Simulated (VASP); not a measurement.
# InPd: In into a neighbouring In vacancy, part 2 of 4

Aim: the barrier for one hop in InPd: In into a neighbouring In vacancy. The start is a computed cell from the Materials Project.

VASP 6.6.1; PBE; plane waves and PAW (In, Pd).

So far. Step 2 (Relax the host): The run ended after 3 ionic steps, 0.008 eV below its first step, once forces and stress met EDIFFG = -0.02.

**3. Relax the start**

System of this step: In7Pd8. The cell holds 15 atoms: 7 In and 8 Pd. Its edges and angles: a = 6.597 Å, b = 6.597 Å, c = 6.597 Å, α = 90.0°, β = 90.0°, γ = 90.0°. It derives from InPd. Nearest the centre at fractional (0.000, 0.000, 0.250): In1 at 1.66 Å, Pd12 at 2.31 Å, Pd10 at 2.32 Å, Pd8 at 2.35 Å, Pd14 at 2.35 Å, In2 at 3.67 Å, In5 at 3.67 Å, In4 at 3.68 Å.

A path needs two true minima; the start is relaxed with symmetry off.

Contents of INCAR:

```
SYSTEM = In7Pd8
PREC = Normal
ENCUT = 280
EDIFF = 1E-05
NELM = 120
ISMEAR = 1
SIGMA = 0.15
LREAL = Auto
ALGO = Fast
GGA = PE
NBANDS = 65
LASPH = .TRUE.
LORBIT = 11
LWAVE = .FALSE.
LCHARG = .FALSE.
NCORE = 5
IBRION = 2
NSW = 60
ISIF = 2
EDIFFG = -0.05
POTIM = 0.4
MAXMIX = 40
ISYM = 0
```

Contents of POSCAR:

```
In7Pd8
1.0
    6.5967753608      0.0000000000      0.0000000000
    0.0000000000      6.5967753608      0.0000000000
    0.0000000000      0.0000000000      6.5967753608
In Pd
7 8
Direct
    0.0010477367      0.0024909690      0.5010018139
   -0.0039508916      0.5027448437      0.0013533114
   -0.0016279264      0.5017618247      0.5011053049
    0.5008917463      0.0000861701      0.0016575159
    0.4977672301     -0.0004939078      0.4985383182
    0.5018155725      0.5001204289     -0.0008866658
    0.4976294222      0.4992202486      0.5000246853
    0.2491644314      0.2539233224      0.2530521710
    0.2417803401      0.2442729193      0.7494701287
    0.2487200097      0.7506477195      0.2506588732
    0.2564208303      0.7466285929      0.7488551831
    0.7561932429      0.2519606640      0.2520102651
    0.7484416435      0.2450033916      0.7505077170
    0.7503305072      0.7462789333      0.2479286041
    0.7497815791      0.7471357169      0.7497020667
```

Contents of KPOINTS:

```
Automatic mesh
0
Monkhorst-Pack
3 3 3
0 0 0
```

The projector-augmented-wave data sets are In and Pd (PBE family, release 64).

Started as:

```
$ mpirun -np 5 vasp_std
```

What it wrote:

```text
[banner, memory and clock lines left out]
running    5 mpi-ranks, on    1 nodes
 distrk:  each k-point on    5 cores,    1 groups
 distr:  one band on    5 cores,    1 groups

 POSCAR found type information on POSCAR InPd
 POSCAR found :  2 types and      15 ions
 [... a notice as in an earlier step ...]

 LDA part: xc-table for (Slater+PW92), standard interpolation
 POSCAR, INCAR and KPOINTS ok, starting setup
 FFT: planning ... GRIDC
 FFT: planning ... GRID_SOFT
 FFT: planning ... GRID
 WAVECAR not read
 entering main loop
       N       E                     dE             d eps       ncg     rms          rms(c)
DAV:   1     0.375656017208E+03    0.37566E+03   -0.30488E+04  1852   0.830E+02
DAV:   2    -0.494085483934E+02   -0.42506E+03   -0.40250E+03  2072   0.210E+02
DAV:   3    -0.674435094243E+02   -0.18035E+02   -0.17543E+02  2134   0.413E+01
DAV:   4    -0.677743242912E+02   -0.33081E+00   -0.32984E+00  2048   0.577E+00
DAV:   5    -0.677824696439E+02   -0.81454E-02   -0.81379E-02  2176   0.907E-01    0.151E+01
RMM:   6    -0.668151420921E+02    0.96733E+00   -0.22182E+00  1820   0.606E+00    0.801E+00
RMM:   7    -0.664343900179E+02    0.38075E+00   -0.43886E-01  1820   0.210E+00    0.322E+00
RMM:   8    -0.663306274727E+02    0.10376E+00   -0.21315E-01  1820   0.175E+00    0.999E-01
RMM:   9    -0.663322546438E+02   -0.16272E-02   -0.27746E-02  1828   0.476E-01    0.663E-01
RMM:  10    -0.663319612604E+02    0.29338E-03   -0.10817E-02  1829   0.345E-01    0.244E-01
RMM:  11    -0.663314069657E+02    0.55429E-03   -0.33661E-03  1823   0.195E-01    0.935E-02
RMM:  12    -0.663314727568E+02   -0.65791E-04   -0.77301E-04  1856   0.684E-02    0.574E-02
RMM:  13    -0.663314770832E+02   -0.43264E-05   -0.13031E-04  1790   0.327E-02    0.214E-02
RMM:  14    -0.663314729102E+02    0.41730E-05   -0.33755E-05  1260   0.167E-02
   1 F= -.66331473E+02 E0= -.66328539E+02  d E =-.663315E+02
 curvature:   0.00 expect dE= 0.000E+00 dE for cont linesearch  0.000E+00
 trial: gam= 0.00000 g(F)=  0.191E-01 g(S)=  0.000E+00 ort = 0.000E+00 (trialstep = 0.100E+01)
 search vector abs. value=  0.191E-01
 bond charge predicted
       N       E                     dE             d eps       ncg     rms          rms(c)
DAV:   1    -0.663446078102E+02   -0.13131E-01   -0.27016E+00  1912   0.516E+00    0.253E-01
RMM:   2    -0.663472490305E+02   -0.26412E-02   -0.36583E-02  1820   0.782E-01    0.692E-02
RMM:   3    -0.663479523127E+02   -0.70328E-03   -0.71000E-03  1827   0.332E-01    0.643E-02
RMM:   4    -0.663480453912E+02   -0.93078E-04   -0.15259E-03  1950   0.147E-01    0.611E-02
RMM:   5    -0.663480360040E+02    0.93872E-05   -0.32161E-04  1769   0.657E-02    0.537E-02
RMM:   6    -0.663479975286E+02    0.38475E-04   -0.38449E-04  1820   0.682E-02    0.367E-02
RMM:   7    -0.663479871218E+02    0.10407E-04   -0.35125E-05  1322   0.247E-02    0.199E-02
RMM:   8    -0.663479787074E+02    0.84144E-05   -0.10507E-05  1043   0.107E-02
   2 F= -.66347979E+02 E0= -.66344962E+02  d E =-.165058E-01
[...]
3 F= -.66366048E+02 E0= -.66362813E+02  d E =-.345753E-01
[...]
4 F= -.66372260E+02 E0= -.66368919E+02  d E =-.621223E-02
[...]
5 F= -.66377969E+02 E0= -.66374425E+02  d E =-.119206E-01
[...]
6 F= -.66378093E+02 E0= -.66374521E+02  d E =-.120443E-01
[...]
7 F= -.66378066E+02 E0= -.66374505E+02  d E =-.120178E-01
 curvature:  -1.86 expect dE=-0.118E-02 dE for cont linesearch -0.590E-04
 ZBRENT: accuracy reached
 trial: gam= 0.00153 g(F)=  0.634E-03 g(S)=  0.000E+00 ort = 0.435E-03 (trialstep = 0.219E+01)
 search vector abs. value=  0.635E-03
 bond charge predicted
       N       E                     dE             d eps       ncg     rms          rms(c)
DAV:   1    -0.663786363658E+02   -0.57178E-03   -0.35794E-01  1820   0.189E+00    0.841E-02
RMM:   2    -0.663827713910E+02   -0.41350E-02   -0.17780E-02  1820   0.469E-01    0.445E-01
RMM:   3    -0.663804908845E+02    0.22805E-02   -0.27651E-03  1821   0.194E-01    0.259E-01
RMM:   4    -0.663790869559E+02    0.14039E-02   -0.59056E-03  1820   0.255E-01    0.664E-02
RMM:   5    -0.663792414169E+02   -0.15446E-03   -0.50469E-04  1820   0.909E-02    0.900E-02
RMM:   6    -0.663791244682E+02    0.11695E-03   -0.16956E-04  1816   0.448E-02    0.555E-02
RMM:   7    -0.663790864251E+02    0.38043E-04   -0.22948E-04  1814   0.508E-02    0.168E-02
RMM:   8    -0.663790868881E+02   -0.46300E-06   -0.30540E-05  1182   0.225E-02
   8 F= -.66379087E+02 E0= -.66375505E+02  d E =-.102086E-02
 trial-energy change:   -0.001021  1 .order   -0.001015   -0.001391   -0.000640
 step:   4.0628(harm=  4.0628)  dis= 0.00716  next Energy=   -66.379354 (dE=-0.129E-02)
 reached required accuracy - stopping structural energy minimisation
```

It took 1.9 min on 5 MPI ranks of AMD EPYC 7R43, shared host; peak memory 0.43 GiB; 9.3 min of CPU time.

Parts of OUTCAR (step 3):

```text
 Found     14 irreducible k-points:

   k-points           NKPTS =     14   k-points in BZ     NKDIM =     14   number of bands    NBANDS=     65

   dimension x,y,z NGX =    28 NGY =   28 NGZ =   28
   dimension x,y,z NGXF=    56 NGYF=   56 NGZF=   56

   ENCUT  =  280.0 eV  20.58 Ry    4.54 a.u.   9.00  9.00  9.00*2*pi/ulx,y,z

   NELECT =     101.0000    total number of electrons

 E-fermi :   7.3845

 k-point     1 :       0.0000    0.0000    0.0000
  band No.  band energies     occupation
    ...
     49       6.2115      2.00000
     50       6.2133      2.00000
     51       6.8041      2.00000
     52       6.8067      2.00000
     53       6.8088      2.00000
     54       8.1078     -0.00000
     55       8.8846     -0.00000
     56       8.8850     -0.00000
     57      10.0350     -0.00000
     58      10.0357     -0.00000
    ...

 k-point     2 :       0.3333    0.0000    0.0000
  band No.  band energies     occupation
    ...
     49       6.5244      2.00000
     50       6.5291      2.00000
     51       7.2489      2.02416
     52       7.3117      1.72357
     53       7.3139      1.70718
     54       8.4370     -0.00000
     55       9.3427     -0.00000
     56       9.3855     -0.00000
     57       9.3859     -0.00000
     58      10.1049     -0.00000
    ...

  Total       -5.3136132     -5.3104427     -5.3159070     -0.0109839      0.0373666      0.0089638
  in kB      -29.6555126    -29.6378175    -29.6683144     -0.0613015      0.2085446      0.0500274
  external PRESSURE =     -29.6538815 kB  Pullay stress =       0.0000000 kB

  energy-cutoff  :      280.00
  volume of cell :      287.07
      direct lattice vectors                 reciprocal lattice vectors
     6.596775361  0.000000000  0.000000000     0.151589215  0.000000000  0.000000000
     0.000000000  6.596775361  0.000000000     0.000000000  0.151589215  0.000000000
     0.000000000  0.000000000  6.596775361     0.000000000  0.000000000  0.151589215

 POSITION                                       TOTAL-FORCE (eV/Angst)
 -----------------------------------------------------------------------------------
      6.59454      6.58465      3.29699         0.002394      0.026612      0.007558
      6.59530      3.30295      6.59509        -0.003501     -0.002054      0.013855
      6.59602      3.29817      3.30562        -0.011583     -0.000705     -0.012286
      3.29627      6.59536      0.00634         0.001697      0.008866     -0.010248
      3.29478      6.59661      3.29712         0.009808      0.004654      0.009402
      3.29822      3.28757      0.00194        -0.010308      0.018360     -0.005200
      3.29647      3.28621      3.30169        -0.007334      0.018109     -0.004342
      1.66039      1.67375      1.67247         0.003756     -0.015977      0.000084
      1.66022      1.65933      4.93461        -0.001007      0.006800     -0.010837
      1.67231      4.92366      1.66981        -0.005274     -0.012936      0.010048
      1.67984      4.92474      4.92779        -0.018270     -0.010456     -0.002322
      4.93087      1.67275      1.67292         0.001558     -0.014901      0.001723
      4.92615      1.66109      4.92985         0.009702      0.003004     -0.001789
      4.92056      4.92386      1.67145         0.003906     -0.015211      0.005542
      4.91212      4.92607      4.92658         0.024458     -0.014163     -0.001189
 -----------------------------------------------------------------------------------
    total drift:                                0.033140     -0.032221      0.001933

  FREE ENERGIE OF THE ION-ELECTRON SYSTEM (eV)
  ---------------------------------------------------
  free  energy   TOTEN  =       -66.3790868881 eV

  energy  without entropy=      -66.3683407854  energy(sigma->0) =      -66.37550485

 total charge
# of ion       s       p       d       tot
------------------------------------------
    1        1.188   1.315   0.204   2.707
    2        1.188   1.315   0.204   2.707
    3        1.171   1.400   0.236   2.807
    4        1.189   1.318   0.205   2.712
    5        1.171   1.403   0.238   2.812
    6        1.171   1.403   0.238   2.812
    7        1.148   1.434   0.261   2.843
    8        0.406   0.351   8.601   9.358
    9        0.405   0.349   8.601   9.355
   10        0.406   0.351   8.601   9.357
   11        0.406   0.351   8.601   9.358
   12        0.406   0.350   8.601   9.357
   13        0.405   0.350   8.601   9.357
   14        0.406   0.350   8.601   9.357
   15        0.406   0.351   8.601   9.358
--------------------------------------------------
tot         11.471  12.391  70.397  94.258

[... 1 part as in an earlier step ...]

[... 7 further parts left out ...]
```

CONTCAR:

```
In7Pd8
   1.00000000000000
     6.5967753607999997    0.0000000000000000    0.0000000000000000
     0.0000000000000000    6.5967753607999997    0.0000000000000000
     0.0000000000000000    0.0000000000000000    6.5967753607999997
  In              Pd
     7     8
Direct
     0.9996618827689903    0.9981623960976903    0.4997888302810660
     0.9997756261329318    0.5006912353974087    0.9997441587158390
     0.9998853555058569    0.4999672753240051    0.5010959380451896
     0.4996786552099883    0.9997854474093744    0.0009605770441319
     0.4994534084664044    0.9999745608607251    0.4998080896909561
     0.4999744493446966    0.4983608988913227    0.0002947897813070
     0.4997094971075814    0.4981537648590907    0.5005005313354107
     0.2516974818274943    0.2537224615704400    0.2535291572986721
     0.2516714979889688    0.2515369812949820    0.7480331700493604
     0.2535048107752453    0.7463732308077031    0.2531246622441432
     0.2546459323256758    0.7465370907395165    0.7469999336545341
     0.7474671585737616    0.2535705671813791    0.2535959472745165
     0.7467517118263838    0.2518027459404217    0.7473127880828638
     0.7459041551035868    0.7464034137291676    0.2533739432660526
     0.7446238510424381    0.7467397669967649    0.7468167759359422
```

Relaxation path:

| step | energy less that of the first step (eV) | largest force (eV/Å) |
| --- | --- | --- |
| 1 | 0.0000 | 0.3100 |
| 2 | -0.0165 | 0.2509 |
| 3 | -0.0346 | 0.1492 |
| 4 | -0.0408 | 0.1183 |
| 5 | -0.0465 | 0.0518 |
| 6 | -0.0466 | 0.0576 |
| 7 | -0.0466 | 0.0554 |
| 8 | -0.0476 | 0.0283 |

The atoms that moved most (Å):

| atom | dx | dy | dz | length |
| --- | --- | --- | --- | --- |
| Pd9 | 0.065 | 0.048 | -0.009 | 0.082 |
| Pd12 | -0.058 | 0.011 | 0.010 | 0.059 |
| Pd13 | -0.011 | 0.045 | -0.021 | 0.051 |
| Pd14 | -0.029 | 0.001 | 0.036 | 0.046 |
| Pd10 | 0.032 | -0.028 | 0.016 | 0.045 |
| Pd15 | -0.034 | -0.003 | -0.019 | 0.039 |
| In1 | -0.009 | -0.029 | -0.008 | 0.031 |
| In2 | 0.025 | -0.014 | -0.011 | 0.030 |

The relaxed structure:

```
In Pd
1.0
     6.59678    0.00000    0.00000
     0.00000    6.59678    0.00000
     0.00000    0.00000    6.59678
In Pd
7 8
Direct
  0.99966 0.99816 0.49979
  0.99978 0.50069 0.99974
  0.99989 0.49997 0.50110
  0.49968 0.99979 0.00096
  0.49945 0.99997 0.49981
  0.49997 0.49836 0.00029
  0.49971 0.49815 0.50050
  0.25170 0.25372 0.25353
  0.25167 0.25154 0.74803
  0.25350 0.74637 0.25312
  0.25465 0.74654 0.74700
  0.74747 0.25357 0.25360
  0.74675 0.25180 0.74731
  0.74590 0.74640 0.25337
  0.74462 0.74674 0.74682
```

This step gave:

* electronic cycles: 69
* electrons: 101
* free energy (TOTEN): -66.3791 eV
* energy at zero smearing: -66.3755 eV
* Fermi energy: 7.385 eV

The run ended after 8 ionic steps, 0.048 eV below its first step, once the forces on the free atoms met EDIFFG = -0.05.

[end of part 2 of 4]

[Lines on the potential files, build, host, timing and source positions are cut from VASP's logs without a mark.]

[Logs are printed without paths, hosts, clocks, repeated set-up lines and the standing remarks that a program may print on its own settings, such as how far it seeks lower states.]

[Hosts, paths, dates, database ids (printed as entryN), source tags and the programs' standing remarks are cut or masked in the printed files.]

[Runs that stopped without an error message from VASP are left out.]
